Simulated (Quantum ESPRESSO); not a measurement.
# AlNi (Pm-3m) in Quantum ESPRESSO: further runs, part 2 of 3

Quantum ESPRESSO 7.5. Earlier steps stand in the parts before.

### 3 Wannier functions, PBE, collinear spin, ferromagnetic start

pw.in reads:

```
&CONTROL
  calculation = 'scf'
  prefix = 'pwscf'
  outdir = './tmp'
  pseudo_dir = './pseudo'
  tprnfor = .true.
  tstress = .true.
  disk_io = 'low'
/
&SYSTEM
  ibrav = 0
  nat = 2
  ntyp = 2
  ecutwfc = 45
  ecutrho = 360
  nbnd = 20
  occupations = 'smearing'
  smearing = 'fd'
  degauss = 0.00367493
  nspin = 2
  starting_magnetization(1) = 0.0556
  starting_magnetization(2) = 0
/
&ELECTRONS
  conv_thr = 4d-10
  electron_maxstep = 120
  mixing_beta = 0.3
/
ATOMIC_SPECIES
Ni    58.6934 ni_pbe_v1.4.uspp.F.UPF
Al    26.9815 al_pbe_v1.uspp.F.UPF
CELL_PARAMETERS angstrom
   2.8810000000    0.0000000000    0.0000000000
   0.0000000000    2.8810000000    0.0000000000
   0.0000000000    0.0000000000    2.8810000000
ATOMIC_POSITIONS crystal
Ni     0.5000000000    0.5000000000    0.5000000000
Al     0.0000000000    0.0000000000    0.0000000000
K_POINTS automatic
7 7 7 0 0 0
```

nscf.in reads:

```
&CONTROL
  calculation = 'nscf'
  prefix = 'pwscf'
  outdir = './tmp'
  pseudo_dir = './pseudo'
  disk_io = 'low'
/
&SYSTEM
  ibrav = 0
  nat = 2
  ntyp = 2
  ecutwfc = 45
  ecutrho = 360
  nbnd = 26
  occupations = 'smearing'
  smearing = 'fd'
  degauss = 0.00367493
  nspin = 2
  starting_magnetization(1) = 0.0556
  starting_magnetization(2) = 0
  nosym = .true.
  noinv = .true.
/
&ELECTRONS
  conv_thr = 1d-09
  electron_maxstep = 120
  mixing_beta = 0.3
  diago_full_acc = .true.
/
ATOMIC_SPECIES
Ni    58.6934 ni_pbe_v1.4.uspp.F.UPF
Al    26.9815 al_pbe_v1.uspp.F.UPF
CELL_PARAMETERS angstrom
   2.8810000000    0.0000000000    0.0000000000
   0.0000000000    2.8810000000    0.0000000000
   0.0000000000    0.0000000000    2.8810000000
ATOMIC_POSITIONS crystal
Ni     0.5000000000    0.5000000000    0.5000000000
Al     0.0000000000    0.0000000000    0.0000000000
K_POINTS crystal
125
  0.00000000   0.00000000   0.00000000 8.00000000e-03
  0.00000000   0.00000000   0.20000000 8.00000000e-03
  0.00000000   0.00000000   0.40000000 8.00000000e-03
  0.00000000   0.00000000   0.60000000 8.00000000e-03
  0.00000000   0.00000000   0.80000000 8.00000000e-03
  0.00000000   0.20000000   0.00000000 8.00000000e-03
[... 117 lines left out ...]
  0.80000000   0.80000000   0.60000000 8.00000000e-03
  0.80000000   0.80000000   0.80000000 8.00000000e-03
```

pw2wan_up.in reads:

```
&INPUTPP
  prefix = 'pwscf'
  outdir = './tmp'
  seedname = 'w_up'
  write_mmn = .true.
  write_amn = .true.
  spin_component = 'up'
  scdm_proj = .true.
  scdm_entanglement = 'erfc'
  scdm_mu = 15.99
  scdm_sigma = 3
/
```

pw2wan_dn.in reads:

```
&INPUTPP
  prefix = 'pwscf'
  outdir = './tmp'
  seedname = 'w_dn'
  write_mmn = .true.
  write_amn = .true.
  spin_component = 'down'
  scdm_proj = .true.
  scdm_entanglement = 'erfc'
  scdm_mu = 17.99
  scdm_sigma = 2
/
```

bands.in reads:

```
&CONTROL
  calculation = 'bands'
  prefix = 'pwscf'
  outdir = './tmp'
  pseudo_dir = './pseudo'
  disk_io = 'low'
/
&SYSTEM
  ibrav = 0
  nat = 2
  ntyp = 2
  ecutwfc = 45
  ecutrho = 360
  nbnd = 26
  occupations = 'smearing'
  smearing = 'fd'
  degauss = 0.00367493
  nspin = 2
  starting_magnetization(1) = 0.0556
  starting_magnetization(2) = 0
/
&ELECTRONS
  conv_thr = 1d-08
  electron_maxstep = 120
  mixing_beta = 0.3
  diago_full_acc = .true.
/
ATOMIC_SPECIES
Ni    58.6934 ni_pbe_v1.4.uspp.F.UPF
Al    26.9815 al_pbe_v1.uspp.F.UPF
CELL_PARAMETERS angstrom
   2.8810000000    0.0000000000    0.0000000000
   0.0000000000    2.8810000000    0.0000000000
   0.0000000000    0.0000000000    2.8810000000
ATOMIC_POSITIONS crystal
Ni     0.5000000000    0.5000000000    0.5000000000
Al     0.0000000000    0.0000000000    0.0000000000
K_POINTS crystal
93
  0.00000000   0.00000000   0.00000000 1
  0.00000000   0.04166700   0.00000000 1
  0.00000000   0.08333300   0.00000000 1
  0.00000000   0.12500000   0.00000000 1
  0.00000000   0.16666700   0.00000000 1
  0.00000000   0.20833300   0.00000000 1
[... 85 lines left out ...]
  0.50000000   0.50000000   0.45833300 1
  0.50000000   0.50000000   0.50000000 1
```

w_up.win reads:

```
num_wann = 13
num_bands = 22
auto_projections = true
dis_num_iter = 0
num_iter = 400
conv_tol = 1.0d-9
conv_window = 4
num_print_cycles = 40
fermi_energy = 13.9898
bands_plot = true
write_hr = true
mp_grid = 5 5 5
exclude_bands = 1-4
spin = up
begin unit_cell_cart
ang
  2.8810000000   0.0000000000   0.0000000000
  0.0000000000   2.8810000000   0.0000000000
  0.0000000000   0.0000000000   2.8810000000
end unit_cell_cart
begin atoms_frac
Ni   0.5000000000   0.5000000000   0.5000000000
Al   0.0000000000   0.0000000000   0.0000000000
end atoms_frac
begin kpoint_path
G   0.0000000000   0.0000000000   0.0000000000  X   0.0000000000   0.5000000000   0.0000000000
X   0.0000000000   0.5000000000   0.0000000000  M   0.5000000000   0.5000000000   0.0000000000
M   0.5000000000   0.5000000000   0.0000000000  G   0.0000000000   0.0000000000   0.0000000000
G   0.0000000000   0.0000000000   0.0000000000  R   0.5000000000   0.5000000000   0.5000000000
R   0.5000000000   0.5000000000   0.5000000000  X   0.0000000000   0.5000000000   0.0000000000
M   0.5000000000   0.5000000000   0.0000000000  R   0.5000000000   0.5000000000   0.5000000000
end kpoint_path
bands_num_points = 12
begin kpoints
  0.00000000   0.00000000   0.00000000
  0.00000000   0.00000000   0.20000000
  0.00000000   0.00000000   0.40000000
  0.00000000   0.00000000   0.60000000
  0.00000000   0.00000000   0.80000000
  0.00000000   0.20000000   0.00000000
[... 117 lines left out ...]
  0.80000000   0.80000000   0.60000000
  0.80000000   0.80000000   0.80000000
end kpoints
```

w_dn.win reads:

```
num_wann = 13
num_bands = 22
auto_projections = true
dis_num_iter = 0
num_iter = 400
conv_tol = 1.0d-9
conv_window = 4
num_print_cycles = 40
fermi_energy = 13.9898
bands_plot = true
write_hr = true
mp_grid = 5 5 5
exclude_bands = 1-4
spin = down
begin unit_cell_cart
ang
  2.8810000000   0.0000000000   0.0000000000
  0.0000000000   2.8810000000   0.0000000000
  0.0000000000   0.0000000000   2.8810000000
end unit_cell_cart
begin atoms_frac
Ni   0.5000000000   0.5000000000   0.5000000000
Al   0.0000000000   0.0000000000   0.0000000000
end atoms_frac
begin kpoint_path
G   0.0000000000   0.0000000000   0.0000000000  X   0.0000000000   0.5000000000   0.0000000000
X   0.0000000000   0.5000000000   0.0000000000  M   0.5000000000   0.5000000000   0.0000000000
M   0.5000000000   0.5000000000   0.0000000000  G   0.0000000000   0.0000000000   0.0000000000
G   0.0000000000   0.0000000000   0.0000000000  R   0.5000000000   0.5000000000   0.5000000000
R   0.5000000000   0.5000000000   0.5000000000  X   0.0000000000   0.5000000000   0.0000000000
M   0.5000000000   0.5000000000   0.0000000000  R   0.5000000000   0.5000000000   0.5000000000
end kpoint_path
bands_num_points = 12
begin kpoints
  0.00000000   0.00000000   0.00000000
  0.00000000   0.00000000   0.20000000
  0.00000000   0.00000000   0.40000000
  0.00000000   0.00000000   0.60000000
  0.00000000   0.00000000   0.80000000
  0.00000000   0.20000000   0.00000000
[... 117 lines left out ...]
  0.80000000   0.80000000   0.60000000
  0.80000000   0.80000000   0.80000000
end kpoints
```

Potentials or basis: GBRV 1.5 PBE.

Command:

```
> OMP_NUM_THREADS=1 pw.x -in pw.in > pw.out
> OMP_NUM_THREADS=1 pw.x -in nscf.in > nscf.out
> wannier90.x -pp w_up
> OMP_NUM_THREADS=1 pw2wannier90.x -in pw2wan_up.in > pw2wan_up.out
> wannier90.x w_up
> wannier90.x -pp w_dn
> OMP_NUM_THREADS=1 pw2wannier90.x -in pw2wan_dn.in > pw2wan_dn.out
> wannier90.x w_dn
> OMP_NUM_THREADS=1 pw.x -in bands.in > bands.out
```

pw.out:

```text
This program is part of the open-source Quantum ESPRESSO suite
     for quantum simulation of materials; please cite
[... 9 lines left out ...]
     --------------------
     sticks:   dense  smooth     PW     G-vecs:    dense   smooth      PW
     Sum         853     421    137                18805     6619    1189

     Using Slab Decomposition

     bravais-lattice index     =            0
     lattice parameter (alat)  =       5.4443  a.u.
     unit-cell volume          =     161.3713 (a.u.)^3
     number of atoms/cell      =            2
     number of atomic types    =            2
     number of electrons       =        21.00
     number of Kohn-Sham states=           20
     kinetic-energy cutoff     =      45.0000  Ry
     charge density cutoff     =     360.0000  Ry
     scf convergence threshold =      4.0E-10
     mixing beta               =       0.3000
     number of iterations used =            8  plain     mixing
     Exchange-correlation= SLA  PW   PBE  PBE
                           (   1   4   3   4   0   0   0)

[... 534 lines left out ...]
   -89.4823 -49.9101 -49.9101 -49.9101   9.4277   9.8310   9.8310  12.6599
    12.6599  14.0675  15.7859  15.7859  17.3820  18.9120  18.9120  19.9172
    22.8329  39.6595  39.6595  43.5335

     the Fermi energy is    13.9898 ev

!    total energy              =    -350.08206883 Ry
     estimated scf accuracy    <          6.3E-11 Ry
     smearing contrib. (-TS)   =      -0.00045039 Ry
     internal energy E=F+TS    =    -350.08161844 Ry

     The total energy is F=E-TS. E is the sum of the following terms:
     one-electron contribution =    -263.27406415 Ry
     hartree contribution      =     142.67406649 Ry
     xc contribution           =     -40.03045854 Ry
     ewald contribution        =    -189.45116224 Ry

     total magnetization       =     0.00 Bohr mag/cell
     absolute magnetization    =     0.00 Bohr mag/cell

     convergence has been achieved in  20 iterations

     Forces acting on atoms (cartesian axes, Ry/au):

     atom    1 type  1   force =     0.00000000    0.00000000    0.00000000
     atom    2 type  2   force =     0.00000000    0.00000000    0.00000000

     Total force =     0.000000     Total SCF correction =     0.000000

     Computing stress (Cartesian axis) and pressure

          total   stress  (Ry/bohr**3)                   (kbar)     P=       20.85
   0.00014174   0.00000000   0.00000000           20.85        0.00        0.00
   0.00000000   0.00014174   0.00000000            0.00       20.85        0.00
   0.00000000   0.00000000   0.00014174            0.00        0.00       20.85

=------------------------------------------------------------------------------=
   JOB DONE.
=------------------------------------------------------------------------------=
```

nscf.out:

```text
This program is part of the open-source Quantum ESPRESSO suite
     for quantum simulation of materials; please cite
         "P. Giannozzi et al., J. Phys.:Condens. Matter 21 395502 (2009);
         "P. Giannozzi et al., J. Phys.:Condens. Matter 29 465901 (2017);
         "P. Giannozzi et al., J. Chem. Phys. 152 154105 (2020);
     in publications or presentations arising from this work. More details at

[... 99 lines left out ...]

     Number of k-points >= 100: set verbosity='high' to print the bands.

     the Fermi energy is    13.7433 ev
     (compare with:    13.9898 eV, computed in scf)

=------------------------------------------------------------------------------=
   JOB DONE.
=------------------------------------------------------------------------------=
```

w_up-pp.out:

```text
-------------------------------------------------+
 |                           b_k Directions (Ang^-1)                          |
 |                           -----------------------                          |
 |            No.           x           y           z                         |
 |            ---        --------------------------------                     |
 |             1         0.000000    0.000000    0.436181                     |
 |             2         0.000000    0.436181    0.000000                     |
 |             3         0.436181    0.000000    0.000000                     |
 +----------------------------------------------------------------------------+

 Time to get kmesh              0.037 (sec)
 *============================================================================*
 |                              MEMORY ESTIMATE                               |
 *============================================================================*
 |                        Disentanglement            8.99 Mb                  |
 |                            Wannierise:            6.15 Mb                  |
 |                          plot_wannier:            6.15 Mb                  |
 *----------------------------------------------------------------------------*

 Starting a new Wannier90 calculation ...

 Time to write kmesh            0.047 (sec)

 Exiting... w_up.nnkp written.
```

Run time: 1.8 min. Hardware: 1 thread of Arm Neoverse V1, shared host; peak memory 0.11 GiB.

Results:

| Item | Value |
| --- | --- |
| Free energy | -4763.1092 eV |
| Pressure | 2.1 GPa |
| Band gap on the k mesh | none (metal or under the smearing width) |
| Net moment | 0.00 μB per cell |
| Absolute moment | 0.00 μB per cell |
| Valence electrons inside the program's atomic spheres | Ni 16.82; Al 1.24 |
| Total Wannier spread | 61.15 Å² over 26 functions |
| RMS miss of the Wannier bands | 0.077 eV |

Levels at the corners of the path, in eV from the Fermi level:
Spin up:
```csv
point,band 7,band 8,band 9,band 10,band 11,band 12,band 13,band 14
Γ,-3.37,-1.67,-1.67,-1.67,5.28,5.28,5.28,7.97
X,-2.90,-2.39,-2.39,-1.58,-0.78,8.10,9.84,9.84
M,-3.10,-3.10,-2.20,-2.20,-1.14,1.33,2.31,11.91
Γ,-3.37,-1.67,-1.67,-1.67,5.28,5.28,5.28,7.97
R,-4.27,-1.11,-1.11,1.85,1.85,1.85,3.41,4.27
X,-2.90,-2.39,-2.39,-1.58,-0.78,8.10,9.84,9.84
M,-3.10,-3.10,-2.20,-2.20,-1.14,1.33,2.31,11.91
R,-4.27,-1.11,-1.11,1.85,1.85,1.85,3.41,4.27
```
Spin down:
| point | band 6 | band 7 | band 8 | band 9 | band 10 | band 11 | band 12 | band 13 | band 14 | band 15 |
| --- | --- | --- | --- | --- | --- | --- | --- | --- | --- | --- |
| Γ | -3.37 | -3.37 | -1.67 | -1.67 | -1.67 | 5.28 | 5.28 | 5.28 | 7.97 | 7.97 |
| X | -7.01 | -2.90 | -2.39 | -2.39 | -1.58 | -0.78 | 8.10 | 9.84 | 9.84 | 10.60 |
| M | -3.52 | -3.10 | -3.10 | -2.20 | -2.20 | -1.14 | 1.33 | 2.31 | 11.91 | 14.91 |
| Γ | -3.37 | -3.37 | -1.67 | -1.67 | -1.67 | 5.28 | 5.28 | 5.28 | 7.97 | 7.97 |
| R | -4.27 | -4.27 | -1.11 | -1.11 | 1.85 | 1.85 | 1.85 | 3.41 | 4.27 | 4.27 |
| X | -7.01 | -2.90 | -2.39 | -2.39 | -1.58 | -0.78 | 8.10 | 9.84 | 9.84 | 10.60 |
| M | -3.52 | -3.10 | -3.10 | -2.20 | -2.20 | -1.14 | 1.33 | 2.31 | 11.91 | 14.91 |
| R | -4.27 | -4.27 | -1.11 | -1.11 | 1.85 | 1.85 | 1.85 | 3.41 | 4.27 | 4.27 |

Spin up: Wannier functions:
```csv
function,nearest atom,distance (Å),spread (Å²),on-site energy from the reference level (eV)
1,1 Ni,0.01,0.42,-1.22
2,1 Ni,0.01,0.43,-1.32
3,1 Ni,0.00,0.40,-1.53
4,1 Ni,0.01,0.41,-1.55
5,1 Ni,0.00,0.40,-1.63
6,1 Ni,1.16,4.50,6.17
7,2 Al,1.14,2.51,4.32
8,2 Al,1.09,2.70,3.97
9,2 Al,1.09,3.44,4.83
10,2 Al,1.18,4.75,7.00
11,2 Al,1.36,4.88,7.07
12,2 Al,1.01,2.84,4.08
13,2 Al,1.02,2.45,4.30
```
Spin down: Wannier functions:
```tsv
function	nearest atom	distance (Å)	spread (Å²)	on-site energy from the reference level (eV)
1	1 Ni	0.00	0.43	-1.24
2	1 Ni	0.01	0.42	-1.38
3	1 Ni	0.01	0.43	-1.34
4	1 Ni	0.00	0.40	-1.62
5	1 Ni	0.00	0.40	-1.67
6	1 Ni	1.10	7.30	9.37
7	2 Al	1.13	2.76	4.87
8	2 Al	1.08	2.65	3.75
9	2 Al	1.10	2.85	4.06
10	2 Al	1.15	4.09	6.11
11	2 Al	1.40	3.75	5.14
12	2 Al	1.08	2.82	3.93
13	2 Al	1.01	2.70	4.48
```

Parts of the spread (Å²): spin up: invariant 17.16, diagonal 0.551, off-diagonal 12.43, total 30.14; spin down: invariant 17.14, diagonal 0.781, off-diagonal 13.09, total 31.01. Against the direct bands the interpolation misses by 77 meV (root mean square) and 695 meV at most, for states up to 1 eV over the reference level.

Caveat: the k mesh is coarse.

(Part 2 of 3 ends here.)
